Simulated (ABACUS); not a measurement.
Crystal: BN.

```
N B
1.0
     2.55394    0.00000    0.00000
    -1.27697    2.21178    0.00000
     0.00000    0.00000    4.22685
N B
2 2
Direct
  0.33333 0.66667 0.12528
  0.66667 0.33333 0.62528
  0.33333 0.66667 0.49972
  0.66667 0.33333 0.99972
```

Measurements of this composition are mostly on another form, of space group No. 194.

Base run:

* Program: ABACUS 3.10.1
* Functional: PBE
* Potentials or basis: PseudoDojo NC SR 0.5 PBE stringent
* Cutoff: 1361 eV
* Density cutoff: 5442 eV
* Basis: DZP LCAO (the cutoffs set its grid)
* k mesh: 11 × 11 × 6
* Occupations: fermi-dirac, width 0.05 eV
* Spin: no spin polarisation

Its results: band gap on the k mesh 5.48 eV, indirect (least direct gap 8.33 eV); pressure 0.5 GPa; largest force 0.015 eV/Å.

The run is repeated on the same cell with these changes: potentials or basis from PseudoDojo NC SR 0.5 PBE stringent to PseudoDojo NC SR 0.4.1 PBE standard; k mesh from 11 × 11 × 6 to 12 × 12 × 6. What comes out?

Band gap on the k mesh 5.31 eV, indirect (least direct gap 8.33 eV); pressure 0.5 GPa; largest force 0.015 eV/Å.

Caveats: the atomic orbitals were generated for these runs and aren't a published set; the basis of atomic orbitals isn't converged, which shifts pressures, moduli and gaps; an odd mesh through Γ misses points on the zone boundary, where band edges often lie (some runs).
